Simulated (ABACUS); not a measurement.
# Tc (P6_3/mmc) in ABACUS: a series of runs

Runs on Tc. Level: PBE. Tasks: single point.

All numbers are computed with ABACUS 3.10.1; they aren't measurements. Logs are shortened: lines on timing, memory, paths and dates and some standing lists are left out, and cuts for length are marked.

## (1) The crystal as given

Symmetry: P6_3/mmc, No. 194, hexagonal system. The conventional cell has a = 2.740 Å, b = 2.740 Å, c = 4.398 Å, α = 90.00°, β = 90.00°, γ = 120.00°. Around Tc (site symmetry -6m2) lie 12 Tc at 2.71 to 2.74 Å.

## (2) Single point, PBE

The input, INPUT:

```
INPUT_PARAMETERS
suffix              Tc
calculation         scf
basis_type          lcao
pseudo_dir          ./
orbital_dir         ./
symmetry            1
dft_functional      pbe
ecutwfc             100
pseudo_rcut         10
nspin               1
nbands              19
ks_solver           genelpa
smearing_method     fd
smearing_sigma      0.00367493
scf_thr             1e-07
scf_nmax            100
mixing_type         broyden
mixing_beta         0.7
cal_force           1
cal_stress          1
out_mul             1
```

The input, STRU:

```
ATOMIC_SPECIES
Tc 97.9072 Tc.upf

NUMERICAL_ORBITAL
Tc_confined-atom_7au_3s2p2d1f.orb

LATTICE_CONSTANT
1.8897261246

LATTICE_VECTORS
2.7400000000 0.0000000000 0.0000000000
-1.3700000000 2.3729096064 0.0000000000
0.0000000000 0.0000000000 4.3980000000

ATOMIC_POSITIONS
Direct

Tc
0.0
2
0.6666666667 0.3333333333 0.7500000000 1 1 1
0.3333333333 0.6666666667 0.2500000000 1 1 1
```

The input, KPT:

```
K_POINTS
0
Gamma
11 11 6 0 0 0
```

Potentials or basis: PseudoDojo NC SR 0.4.1 PBE standard, DZP LCAO (the cutoffs set its grid).

Command:

```
> OMP_NUM_THREADS=1 mpirun -np 4 abacus > log
```

running log:

```text
ABACUS v3.10.1

               Atomic-orbital Based Ab-initio Computation at UStc

 ------------------------------------------------------------------------------------

 READING GENERAL INFORMATION
                           global_out_dir = OUT.Tc/
                           global_in_card = INPUT
                               pseudo_dir = ./
                              orbital_dir = ./
                                    DSIZE = 4
                                    GSIZE = 1

 READING UNITCELL INFORMATION
                                    ntype = 1
                  lattice constant (Bohr) = 1.88973
              lattice constant (Angstrom) = 1

 READING ATOM TYPE 1
                               atom label = Tc
                      L=0, number of zeta = 3
                      L=1, number of zeta = 2
                      L=2, number of zeta = 2
                      L=3, number of zeta = 1
             number of atom for this type = 2

                        TOTAL ATOM NUMBER = 2
DIRECT COORDINATES
    atom                   x                   y                   z     mag                  vx                  vy                  vz
taud_Tc1            0.6666666667        0.3333333333        0.7500000000  0.0000        0.0000000000        0.0000000000        0.0000000000
taud_Tc2            0.3333333333        0.6666666667        0.2500000000  0.0000        0.0000000000        0.0000000000        0.0000000000

                          Volume (Bohr^3) = 192.967
                             Volume (A^3) = 28.5948

 Lattice vectors: (Cartesian coordinate: in unit of a_0)
                +2.74                  +0                  +0
                -1.37            +2.37291                  +0
                   +0                  +0              +4.398
 Reciprocal vectors: (Cartesian coordinate: in unit of 2 pi/a_0)
            +0.364964           +0.210712                  -0
                   -0           +0.421424                  -0
                   +0                  -0           +0.227376
 The esolver type has been set to : ksdft_lcao

                PAO radial cut off (Bohr) = 10

 Read in pseudopotential file is Tc.upf
                     pseudopotential type = NC
          exchange-correlation functional = PBE
                 nonlocal core correction = 1
                        valence electrons = 15
                                     lmax = 2
                           number of zeta = 4
                     number of projectors = 6
                           L of projector = 0
                           L of projector = 0
                           L of projector = 1
                           L of projector = 1
                           L of projector = 2
                           L of projector = 2
     initial pseudo atomic orbital number = 20

 SETUP THE ELECTRONS NUMBER
            electron number of element Tc = 15
      total electron number of element Tc = 30
            AUTOSET number of electrons:  = 30
                           occupied bands = 15
                                   NLOCAL = 52
                                   NBANDS = 19
                                   NBANDS = 19
                                   NLOCAL = 52

%%%%%%%%%%%%%%%%%%%%%%%%%%%%%%%%%%%%%%%%%%%%%%%%%%%%%%%%%%%%%%%%%%%%%%%%%%%%%%%%%%%%%%%%%%%%%%%%%%%%%%%%%%
 Warning: the number of valence electrons in pseudopotential > 7 for Tc: [Kr] 4d5 5s2
 Pseudopotentials with additional electrons can yield (more) accurate outcomes, but may be less efficient.
 If you're confident that your chosen pseudopotential is appropriate, you can safely ignore this warning.
%%%%%%%%%%%%%%%%%%%%%%%%%%%%%%%%%%%%%%%%%%%%%%%%%%%%%%%%%%%%%%%%%%%%%%%%%%%%%%%%%%%%%%%%%%%%%%%%%%%%%%%%%%

 SETUP THE PLANE WAVE BASIS
 energy cutoff for charge/potential (unit:Ry) = 400
            fft grid for charge/potential = [ 36, 36, 54 ]
                        fft grid division = [ 4, 4, 2 ]
        big fft grid for charge/potential = [ 9, 9, 27 ]
                                     nbxx = 567
                                     nrxx = 18144

 SETUP PLANE WAVES FOR CHARGE/POTENTIAL
                    number of plane waves = 26105
                         number of sticks = 745

 PARALLEL PW FOR CHARGE/POTENTIAL
     PROC   COLUMNS(POT)             PW
        1            187           6531
        2            186           6524
        3            186           6524
        4            186           6526
 --------------- sum -------------------
        4            745          26105
                            number of |g| = 1222
                                  max |g| = 36.1727
                                  min |g| = 0

----------- Double Check Mixing Parameters Begin ------------
mixing_type: broyden
mixing_beta: 0.7
mixing_gg0: 1
mixing_gg0_min: 0.1
mixing_ndim: 8
----------- Double Check Mixing Parameters End ------------

 LATTICE VECTORS: (CARTESIAN COORDINATE: IN UNIT OF A0)
                +2.74                  +0                  +0
                -1.37            +2.37291                  +0
                   +0                  +0              +4.398
                       right hand lattice = 1
                                   NORM_A = 2.74
                                   NORM_B = 2.74
                                   NORM_C = 4.398
                           ALPHA (DEGREE) = 90
                           BETA  (DEGREE) = 90
                           GAMMA (DEGREE) = 120

 The lattice vectors have been changed (STRU_SIMPLE.cif)

(for optimal symmetric configuration:)
                             BRAVAIS TYPE = 4
                     BRAVAIS LATTICE NAME = 04. Hexagonal cell
                                    ibrav = 4
                                    IBRAV = 4
                                  BRAVAIS = HEXAGONAL CELL
                       LATTICE CONSTANT A = 2.74
                                C/A RATIO = 1.60511
Original cell was already a primitive cell.
                        ROTATION MATRICES = 24
              PURE POINT GROUP OPERATIONS = 12
                   SPACE GROUP OPERATIONS = 24
                                       C2 = 3
                                       C3 = 2
                                       C4 = 0
                                       C6 = 0
                                       S1 = 3
                                       S3 = 0
                                       S4 = 0
                                       S6 = 2
                              POINT GROUP = D_3d
                                       C2 = 7
                                       C3 = 2
                                       C4 = 0
                                       C6 = 2
                                       S1 = 7
                                       S3 = 2
                                       S4 = 0
                                       S6 = 2
               POINT GROUP IN SPACE GROUP = D_6h

 SETUP K-POINTS
                                    nspin = 1
                   Input type of k points = Monkhorst-Pack(Gamma)
                                   nkstot = 726
                       right hand lattice = 1
(for reciprocal lattice: )
                             BRAVAIS TYPE = 4
                     BRAVAIS LATTICE NAME = 04. Hexagonal cell
                                    ibrav = 4
                       right hand lattice = 1
(for k-lattice: )
                             BRAVAIS TYPE = 4
                     BRAVAIS LATTICE NAME = 04. Hexagonal cell
                                    ibrav = 4
                       right hand lattice = 1
                        ROTATION MATRICES = 24
                               nkstot_ibz = 64
K-POINTS REDUCTION ACCORDING TO SYMMETRY
     IBZ    DIRECT_X    DIRECT_Y    DIRECT_Z  WEIGHT  ibz2bz
       1  0.00000000  0.00000000  0.00000000  0.0014       0
       2 -0.09090909  0.09090909  0.00000000  0.0083       1
       3 -0.18181818  0.18181818  0.00000000  0.0083       2
       4 -0.27272727  0.27272727  0.00000000  0.0083       3
       5 -0.36363636  0.36363636  0.00000000  0.0083       4
       6 -0.45454545  0.45454545  0.00000000  0.0083       5
[... 22 lines left out ...]
      29 -0.27272727  0.45454545  0.16666667  0.0331     146
      30  0.45454545  0.36363636  0.16666667  0.0331     147
[... 34 further k points ...]

                               nkstot now = 64
[... K-POINTS DIRECT COORDINATES: 64 rows ...]

           k-point number in this process = 64
       minimum distributed K point number = 64
[... stars of the k points ...]

[... K-POINTS CARTESIAN COORDINATES: 64 rows ...]

[... K-POINTS DIRECT COORDINATES: 64 rows ...]

 SETUP PLANE WAVES FOR WAVE FUNCTIONS
     energy cutoff for wavefunc (unit:Ry) = 100
              fft grid for wave functions = [ 36, 36, 54 ]
                    number of plane waves = 4571
                         number of sticks = 235

 PARALLEL PW FOR WAVE FUNCTIONS
     PROC   COLUMNS(POT)             PW
        1             59           1143
        2             59           1143
        3             58           1142
        4             59           1143
 --------------- sum -------------------
        4            235           4571

 SET NONLOCAL PSEUDOPOTENTIAL PROJECTORS
 max number of nonlocal projetors among all species is 6

 -------------------------------------------
 SELF-CONSISTENT
 -------------------------------------------

 SETUP SEARCHING RADIUS FOR PROGRAM TO SEARCH ADJACENT ATOMS
                  longest orb rcut (Bohr) = 7
   longest nonlocal projector rcut (Bohr) = 1.42
                     search radius (Bohr) = 16.8
              searching radius is (Bohr)) = 16.8
         searching radius unit is (Bohr)) = 1.89
                         PeriodicBoundary = 1
                        Radius(unit:lat0) = 8.91
                                   glayer = [ 5, 5, 4 ]
                             glayer_minus = [ 4, 4, 3 ]

Find the coordinate range of the input atom(unit:lat0).
                                  min_tau = [ -16.4, -8.7, -12.1 ]
                                  max_tau = [ 17.8, 11.1, 16.5 ]
                                BoxNumber = [ 9, 9, 7 ]

 SETUP EXTENDED REAL SPACE GRID FOR GRID INTEGRATION
                          real space grid = [ 36, 36, 54 ]
                 big cell numbers in grid = [ 9, 9, 27 ]
             meshcell numbers in big cell = [ 4, 4, 2 ]
                        extended fft grid = [ 15, 15, 23 ]
                dimension of extened grid = [ 40, 40, 74 ]
                            UnitCellTotal = 75
              Atom number in sub-FFT-grid = 2
    Local orbitals number in sub-FFT-grid = 52
                                ParaV.nnr = 46306
                                 init_chg = atomic

 LCAO ALGORITHM --------------- ION=   1  ELEC=   1--------------------------------

 Density error is 0.0338267813328
----------------------------------------------------------
     Energy           Rydberg                 eV
----------------------------------------------------------
 E_KohnSham     -339.3628171499      -4617.2680025706
 E_Harris       -341.5274307102      -4646.7190809593
 E_Fermi        1.6973893410         23.0941667618
----------------------------------------------------------
[... 67 lines left out ...]
 LCAO ALGORITHM --------------- ION=   1  ELEC=   8--------------------------------

 Density error is 2.71453338055e-08
----------------------------------------------------------
     Energy           Rydberg                 eV
----------------------------------------------------------
 E_KohnSham     -339.3736575011      -4617.4154931155
 E_KS(sigma->0) -339.3730350177      -4617.4070237947
 E_Harris       -339.3736559416      -4617.4154718971
 E_band         -6.4525073342        -87.7908661314
 E_one_elec     -46.1927226770       -628.4842345406
 E_Hartree      44.5880319885        606.6512976505
 E_xc           -54.4137666415       -740.3372759661
 E_Ewald        -283.3539552045      -3855.2283416177
 E_entropy(-TS) -0.0012449667        -0.0169386416
 E_descf        0.0000000000         0.0000000000
 E_exx          0.0000000000         0.0000000000
 E_Fermi        1.6656646376         22.6625300280
----------------------------------------------------------

 charge density convergence is achieved
 final etot is -4617.4154931 eV
 EFERMI = 22.662530028 eV

 STATE ENERGY(eV) AND OCCUPATIONS    NSPIN == 1
 1/64 kpoint (Cartesian) = 0.0000 0.0000 0.0000 (825 pws)
       1       -44.1274     0.00275482
       2       -43.8861     0.00275482
       3       -16.7535     0.00275482
       4       -15.6445     0.00275482
       5       -15.6445     0.00275482
       6       -15.4580     0.00275482
[... 11 lines left out ...]
      18        24.3264    9.73127e-18
      19        25.2142    1.88984e-25
[... 88 lines left out ...]
       3       -16.5748      0.0165289
       4       -16.3553      0.0165289
       5       -16.1978      0.0165289
       6       -15.9236      0.0165289
[... 11 lines left out ...]
      18        25.9922    1.98158e-31
      19        27.2813    1.25909e-42

[... levels at 58 further k points ...]

 correction force for each atom along direction 1 is 3.57804e-14
 correction force for each atom along direction 2 is -1.19696e-16
 correction force for each atom along direction 3 is 1.77844e-14
------------------------------------------------------------------------------------------
 TOTAL-FORCE (eV/Angstrom)
------------------------------------------------------------------------------------------
                       Tc1         0.0000000000         0.0000000000         0.0000000000
                       Tc2         0.0000000000         0.0000000000         0.0000000000
------------------------------------------------------------------------------------------

----------------------------------------------------------------
 TOTAL-STRESS (KBAR)
----------------------------------------------------------------
        53.6319344759        -0.0000000000         0.0000000000
         0.0000000000        53.6319344745        -0.0000000000
         0.0000000000        -0.0000000000        50.8445041689
----------------------------------------------------------------
 TOTAL-PRESSURE: 52.702791 KBAR

 --------------------------------------------
 !FINAL_ETOT_IS -4617.4154931155171653 eV
 --------------------------------------------
```

Wall time 6.2 s (4 MPI ranks of Intel Xeon at 2.80GHz (Skylake/Cascade Lake), shared host); peak memory 0.4 GiB.

What came out:

* Free energy: -4617.4155 eV
* Pressure: 5.3 GPa
* Band gap on the k mesh: none (metal or under the smearing width)

Levels at points of the mesh, in eV from the Fermi level:
```
           k point  band 13  band 14  band 15  band 16  band 17  band 18
(0.00, 0.00, 0.00)    -1.45    -0.80    -0.80    -0.10    -0.10     1.66
(0.00, 0.00, 0.50)    -1.66    -1.66    -1.66    -1.66     1.88     1.88
```

Caveat: the atomic orbitals were generated for these runs and aren't a published set; the basis of atomic orbitals isn't converged, which shifts pressures, moduli and gaps.

(Part 1 of 2 ends here.)
